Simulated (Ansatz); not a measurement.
Runs of Ansatz 0.2.0 on MoP. It takes space group P-6m2 (No. 187, hexagonal). The conventional cell has a = 3.223 Å, b = 3.223 Å, c = 3.191 Å, α = 90.00°, β = 90.00°, γ = 120.00°. Around Mo (site symmetry -6m2) lie 6 P at 2.45 Å. P (site symmetry -6m2) has 6 Mo at 2.45 Å as nearest neighbours. 

```tsv
level	U	gap on the mesh (eV)	pressure (GPa)
PBEsol+U	Mo d U = 2 eV	none	-4.4
PBEsol	-	none	-3.8
PBEsol+U	Mo d U = 4 eV	none	(a)
PBEsol+U	Mo d U = 6 eV	none	-5.5
PBEsol+U	Mo d U = 8 eV	none	(b)
```

Alike in all rows: task density of states; potentials or basis all-electron LAPW, scalar-relativistic; no spin polarisation; cell as given; k mesh 10 × 10 × 8; cutoff (eV) 254; smearing fermi-dirac 0.05 eV; basis error allowed 0.001 eV/atom.

Q: Fill in the values left out.

A: (a) -5.1; (b) -5.3.

Caveats: U is the effective U less J, on atomic orbitals that reach past the spheres (some runs); U without spin polarisation on a metal has little footing (some runs); the U is typed as a test and isn't derived for this compound (some runs).

A k mesh can miss the band edges, and the runs leave out spin-orbit coupling on Mo.

A gap of «none» marks a metal or a gap under the smearing width.
